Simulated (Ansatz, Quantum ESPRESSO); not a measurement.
SiC: the pressure in 2 programs

The cell as given:

```xyz
2
Lattice="0.0000 2.1790 2.1790 2.1790 0.0000 2.1790 2.1790 2.1790 0.0000" Properties=species:S:1:pos:R:3 pbc="T T T"
Si    0.0000    0.0000    0.0000
C     3.2685    3.2685    3.2685
```

Kept alike: task relaxation of cell and atoms; functional PBEsol; k mesh 10 × 10 × 10; occupations fermi-dirac, width 0.05 eV; no spin polarisation. The mesh is that of the run's cell of 2 atoms. No spin-orbit coupling.

- A: Ansatz, Ansatz PAW, made for PBE, cutoff 420 eV
- B: Quantum ESPRESSO, SSSP 1.3 efficiency PBE, made for PBE, cutoff 857 eV

```csv
pressure (GPa),A: volume (Å³/atom),B: volume (Å³/atom)
0,10.338,?
2,10.247,10.271
5,10.116,10.140
10,9.916,9.940
20,9.565,9.589
30,9.264,9.288
```

Values on potentials made for another functional: all of A; all of B. Values hold for each row's relaxed cell, which stops near the pressure aimed at. Ansatz's stress holds its Pulay term. The runs follow the start's structure, whether or not it is the stable one at these pressures.

Problem. Estimate the value left open.

Solution. In the median of the other rows B lies +0.024 Å³/atom from the other column, which points to 10.362; the run gave 10.362 Å³/atom, +0.000 from it.
